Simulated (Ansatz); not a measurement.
# CsI: the band gap up the ladder of functionals

An exercise on one series of results from a longer session: the logs are not shown, and one member is left open.

The runs shown are made with Ansatz 0.2.0. PAW datasets, plane waves. The values are computed, spin-unpolarised, and not measurements.

## The cell

The cell was relaxed beforehand with r2SCAN.

Space group Pm-3m (No. 221), cubic; a = 4.608 Å in the conventional setting, 48.93 Å³ an atom. Near Cs stand 8 I at 3.99 Å; near I stand 8 Cs at 3.99 Å.

The structure in full:

Space group Pm-3m (No. 221). a = 4.608 Å, b = 4.608 Å, c = 4.608 Å, α = 90.00°, β = 90.00°, γ = 90.00°
```tsv
atom	site	symmetry	x	y	z
Cs	1a	m-3m	0.0000	0.0000	0.0000
I	1b	m-3m	0.5000	0.5000	0.5000
```

Set-up of the first run:

Contents of input.yaml:

```yaml
crystal:
  lattice:
    - [4.6080834137, 0.0, 0.0]
    - [0.0, 4.6080834137, 0.0]
    - [0.0, 0.0, 4.6080834137]
  atoms:
    - { symbol: Cs, position: [0.0, 0.0, 0.0] }
    - { symbol: I, position: [0.5, 0.5, 0.5] }
kpoints:
  mp_grid: { grid: [6, 6, 6] }
  band_path:
    path:
      - [[0.0, 0.0, 0.0], [3.429128624974e-51, 0.5, 1.723740530141e-68], [0.5, 0.5, -1.14935144865e-34], [0.0, 0.0, 0.0], [0.5, 0.5, 0.5], [3.429128624974e-51, 0.5, 1.723740530141e-68]]
      - [[0.5, 0.5, 0.5], [0.5, 0.5, -1.14935144865e-34]]
    npoints: 10
hamiltonian:
  xc: pbe
scf:
  occupations: { method: fermi_dirac, width: 0.02 }
  n_extra_bands: 4
output:
  forces: true
  stress: true
  eigenvalues: true
  write_density: true
  write_potential: true
  elf: true
  volumetric_format: npy
```

Command:

```console
ansatz run input.yaml --threads 2 --pin off --max-ram 4608MiB --backend cpu --events-out ev --progress --plain --runs-dir out
```

Steps of the session up to this table: PBE band path; Single point with r2SCAN; Single point with HSE06; Single point with PBE+SOC; PBE0; LDA; G0W0 on PBE; DDH-PBE0; HSE06+SOC; Hartree-Fock; r2SCANh.

One table of the session follows, with a row left open; its other results are not shown here.

| level | gap (eV) |
| --- | --- |
| PBE | 3.80 |
| r2SCAN | 4.52 |
| HSE06 | 4.79 |
| PBE+SOC | ? |
| PBE0 | 5.48 |
| LDA | 3.44 |
| G0W0@PBE (292 empty bands) | 5.72 |
| G0W0@PBE (725 empty bands) | 5.78 |
| DDH-PBE0 | 5.85 |
| HSE06+SOC | 4.54 |
| Hartree-Fock | 10.84 |
| r2SCANh | 5.05 |

**Question.** Estimate the row for PBE+SOC.

As computed: gap (eV): 3.56. In the column «gap (eV)» it lies between LDA (3.44) and PBE (3.80).

Meshes: PBE 6×6×6, r2SCAN 6×6×6, HSE06 4×4×4, PBE+SOC 6×6×6, PBE0 4×4×4, LDA 6×6×6, DDH-PBE0 4×4×4, HSE06+SOC 4×4×4, Hartree-Fock 4×4×4, r2SCANh 4×4×4

The gap runs from 3.44 eV (LDA) to 10.84 eV (Hartree-Fock). Against G0W0@PBE, PBE is short by 1.98 eV, at 66 % of it, and r2SCAN 78 %. PBE0 lies 0.68 eV above HSE06, which differs from it by screening the long-range exchange. Hartree-Fock lies above G0W0@PBE by 5.1 eV. The levels disagree on whether the gap is direct. The G0W0 figures hold for the stated bands, cutoff and mesh and aren't extrapolated.

Limits of these values: Warnings in the runs' records: stress scf threshold loose, stress exchange threshold loose.
